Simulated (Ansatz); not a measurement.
# MoS2: the cost of one run

Program: Ansatz 0.2.0. PAW datasets, plane waves. The values are computed, spin-unpolarised, and not measurements.

**1. The cell**

The unstrained cell was relaxed with r2SCAN+rVV10; in each strained cell the atoms were relaxed again with r2SCAN+rVV10. Names of k-points are those of the unstrained zone, where strain can split equivalent points. First state: no strain.

The symmetry is R3m (No. 160, trigonal); a = 3.175 Å, c = 18.582 Å in the conventional setting, 18.03 Å³ an atom. Near Mo stand 6 S at 2.40 Å; near S stand 3 Mo at 2.40 Å.

Structure file:

```xyz
3
Lattice="1.5876 0.9166 6.1939 -1.5876 0.9166 6.1939 0.0000 -1.8332 6.1939" Properties=species:S:1:pos:R:3 pbc="T T T"
Mo    0.0000    0.0000   -0.0003
S     0.0000    0.0000    7.7486
S     0.0000    0.0000    4.6395
```

**2. No strain: PBE**

input.yaml reads:

```yaml
crystal:
  lattice:
    - [1.5875907324, 0.9165959367, 6.1939396871]
    - [-1.5875907324, 0.9165959367, 6.1939396871]
    - [0.0, -1.8331918734, 6.1939396871]
  atoms:
    - { symbol: Mo, position: [-1.46007e-05, -1.46007e-05, -1.46007e-05] }
    - { symbol: S, position: [0.4170015113, 0.4170015113, 0.4170015113] }
    - { symbol: S, position: [0.2496797561, 0.2496797561, 0.2496797561] }
kpoints:
  mp_grid: { grid: [10, 10, 10] }
  band_path:
    path:
      - [0.0, 0.0, 0.0]
      - [-0.5, -0.5, -0.5]
      - [-0.5, -0.1812659202, -0.8187340798]
      - [-0.1812659202, 0.1812659202, -0.5]
      - [0.0, 0.0, -0.5]
      - [0.0, 0.3406329601, -0.3406329601]
      - [-0.3406329601, 0.0, -0.6593670399]
      - [-0.5, 0.0, -0.5]
      - [-0.1631393282, 0.1631393282, -0.5]
      - [-0.179687, 0.0, 0.179688]
    npoints: 1
hamiltonian:
  xc: pbe
scf:
  occupations: { method: fermi_dirac, width: 0.02 }
  n_extra_bands: 4
output:
  forces: true
  stress: true
  eigenvalues: true
  write_density: true
  write_potential: true
  elf: true
  volumetric_format: npy
```

Command:

```sh
ansatz run input.yaml --threads 2 --pin off --max-ram 2211MiB --backend cpu --events-out ev --progress --plain --runs-dir out
```

Q: Estimate wall time and peak memory on 2 threads of Arm Neoverse V1, shared host.

About 8.2 s, with a peak of 0.4 GiB.
